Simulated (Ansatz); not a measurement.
**A self-consistent single point of InN (P3m1, 4 atoms in the cell) with Ansatz (a first-principles code)**

Level of theory: PBE (plane waves, PAW; Ansatz).

Input as run:

Ansatz 0.2 input:
```yaml
crystal:
  lattice:
    - [1.761150, -3.050401, 0.000000]
    - [1.761150, 3.050401, 0.000000]
    - [0.000000, 0.000000, 5.671500]
  atoms:
    - { symbol: In, position_ang: [1.761150, -1.016802, 2.885750] }
    - { symbol: In, position_ang: [1.761150, 1.016802, 0.000000] }
    - { symbol: N, position_ang: [1.761150, -1.016802, 4.985248] }
    - { symbol: N, position_ang: [1.761150, 1.016802, 2.149498] }
basis:
  ecutwfc: 420.0
kpoints:
  mp_grid: { grid: [8, 8, 5] }
hamiltonian:
  xc: pbe
  pseudopotentials: { kind: paw }
scf:
  occupations: { method: fermi_dirac, width: 0.05 }
output:
  forces: true
  eigenvalues: true
  stress: true
```

Log, with long lists cut:

```
WARN the atoms were moved onto the symmetric positions of the space group found under crystal.symmetry.tolerance 1.0e-5 (fractional …
WARN ansatz: RAYON_NUM_THREADS=1 ignored (pool sized by the plan → 1); use --threads N
Pseudopotentials: kind: paw
Pseudopotential: In, paw, valence charge 13
Pseudopotential: N, paw, valence charge 5
Crystal: 4 atoms, lattice volume = 60.937 Å³
Basis set: ecut = 420 eV, 1165 PW (Γ), exchange–correlation on 48×48×80 points (8 copies of the dense FFT grid, shifted against one another)
Bands: 22, of which v1, the nominal top of the filled ones, is band 18 counted from 1 (17 counted from 0)
Symmetry: 6 space group operations
Space group: P3m1 (ITA 156), of the structure as read, at distance tolerance 3.9e-5 Å
k-points: 40 of 320 (time reversal used)
Initial density: superposition of atomic densities (neutral atoms: chi_scale 0, normalization atom), corrected by the library's trained network
Initial wavefunctions: pseudopotential atomic-orbital guess
Eigensolver: davidson
Functional: x = pbe(κ = 0.804, μ = 0.2195149727645171), c = pbe(β = 0.06672455060314922)
SCF iter   1: F=—  HF=-11963.146961 eV  |F-HF|=—  |Δ(HF+E_count)|=         —  Δρ=2.53e-3  dr2=4.92e-3  ethr=1.77e-3  ⟨swp⟩=6.0  Hψ=3988  notcnv=0
all-band conjugate gradients solve this SCF's bands
preconditioner: auto → Resta (q_TF=auto, 2.499 Å⁻¹)
SCF iter   2: F=—  HF=-11963.146214 eV  |F-HF|=—  |Δ(HF+E_count)|=   7.48e-4  Δρ=9.04e-4  dr2=3.16e-4  ethr=1.37e-5  ⟨swp⟩=2.0  Hψ=1443  notcnv=0
SCF iter   3: F=—  HF=-11963.146297 eV  |F-HF|=—  |Δ(HF+E_count)|=   8.33e-5  Δρ=4.47e-4  dr2=1.09e-4  ethr=8.77e-7  ⟨swp⟩=2.0  Hψ=1597  notcnv=0
SCF iter   4: F=—  HF=-11963.146344 eV  |F-HF|=—  |Δ(HF+E_count)|=   4.68e-5  Δρ=1.18e-4  dr2=1.06e-5  ethr=3.02e-7  ⟨swp⟩=2.6  Hψ=1526  notcnv=0
SCF iter   5: F=—  HF=-11963.146379 eV  |F-HF|=—  |Δ(HF+E_count)|=   3.55e-5  Δρ=8.16e-5  dr2=4.71e-6  ethr=2.95e-8  ⟨swp⟩=2.1  Hψ=1248  notcnv=0
SCF iter   6: F=—  HF=-11963.146380 eV  |F-HF|=—  |Δ(HF+E_count)|=   3.73e-7  Δρ=2.17e-5  dr2=2.76e-7  ethr=1.31e-8  ⟨swp⟩=2.0  Hψ=1082  notcnv=0
SCF iter   7: F=-11963.146380 eV  HF=-11963.146380 eV  |F-HF|=1.62e-8  |Δ(HF+E_count)|=   2.22e-7  Δρ=4.42e-6  dr2=1.31e-8  ethr=2.78e-10  ⟨swp⟩=5.8  Hψ=3877  notcnv=0
SCF 1 converged in 7 iterations: F = -11963.146380 eV  dr2 = 1.31e-8
SCF converged after 7 iterations
Free energy (F): -11963.146380 eV
Harris-Foulkes:  -11963.146380 eV  (|F-HF|=1.62e-8)
Internal energy: -11963.145288 eV  (E = F + TS)
E sigma→0 (E₀):  -11963.145834 eV
Entropy (-TS):   -0.001092 eV (-0.273 meV/atom)
Fermi energy:    9.856866 eV
--- Per-component energies (eV) ---
  E_band       = 4.127437
  E_kinetic    = 749.040463
  E_local      = -2510.375430  (includes V_loc(G=0)·N_el)
  E_nonlocal   = 830.375750
  E_hartree    = 969.578028
  E_xc         = -549.392608
  E_vxc        = -350.041646  (∫ρ·V_xc dr)
  E_paw        = -8570.414034  (= ΣΔE_a)
  E_vpaw       = -654.030106  (= ΣTr[D̂ρ^β])
  E_aug_tail   = 0.000241  (compensation charges beyond the density's cutoff)
  E_ewald      = -2881.957697
  E_smearing   = -0.001092  (= −TS)
  E_closure    = -0.000000  (closes the sum)
  Σ components = -11963.146380   (vs F -11963.146380, Δ=0.00e0)
--- Forces (eV/Å), atoms counted from 1 ---
  atom   1  In    -0.00000000    -0.00000000    -0.92120542
  atom   2  In     0.00000000     0.00000000     0.29001390
  atom   3  N      0.00000000     0.00000000     0.44964916
  atom   4  N      0.00000000    -0.00000000     0.18153791
  max |Σ_I F_I| component: 4.45e-6 eV/Å
--- Stress (GPa, compression-positive) ---
        6.297722       0.000000      -0.000000
        0.000000       6.297722       0.000000
       -0.000000       0.000000       9.807195
  P = ⅓ Tr σ = 7.4675 GPa (74.675 kbar)
  The stress holds the Pulay correction. Without it, at fixed plane waves, as pw.x and ABINIT print it: P = 7.0848 GPa
--- Band table (eV; the first three rows and the last of 40) ---
  k-point 0: bands = ["-5.2218", "-4.8699", "-3.6406", "-3.6395", "-3.6395", "-3.4929", "-3.4929", "-3.3287", "-3.3287", "-3.1451", "-3.1451", "-1.4415", "3.8506", "8.8400", "8.8400", "9.5892", "9.7419", "9.7968", "9.7968", "12.6760", "16.7373", "18.9608"]
  k-point 1: bands = ["-5.1986", "-4.8558", "-3.6403", "-3.6403", "-3.5292", "-3.5049", "-3.5049", "-3.3083", "-3.3083", "-3.1532", "-3.1532", "-1.7981", "4.3961", "8.4149", "8.9227", "8.9227", "9.7084", "9.7084", "10.8294", "12.6504", "16.6642", "18.8257"]
  k-point 2: bands = ["-5.1568", "-4.8430", "-3.6402", "-3.6402", "-3.5240", "-3.5240", "-3.2701", "-3.2701", "-3.1730", "-3.1730", "-3.1575", "-2.5104", "5.6372", "7.0675", "9.1289", "9.1289", "9.4935", "9.4935", "11.8147", "12.4502", "16.7111", "17.4289"]
  k-point 39: bands = ["-5.2221", "-4.9576", "-3.5115", "-3.4840", "-3.4578", "-3.3591", "-3.3012", "-3.2560", "-3.2155", "-3.1887", "-1.2049", "-1.0947", "4.4736", "4.7083", "6.3054", "6.9989", "8.2218", "8.4882", "14.5762", "15.0588", "15.9715", "16.3562"]
```

The run converged in 7 iterations.

The starting cell has typed, rounded lattice constants, without a prior relaxation at this level. Its lattice was rescaled by up to half a per cent. One atom was moved a little off its site on purpose. With a pressure of about 7 GPa the cell is away from its equilibrium volume at this level. Ansatz's pressure includes its estimate of the finite-basis (Pulay) stress. The run gives no clean gap (levels at the Fermi energy touch, overlap or are partly filled at this smearing), which alone does not show that the compound is a metal.
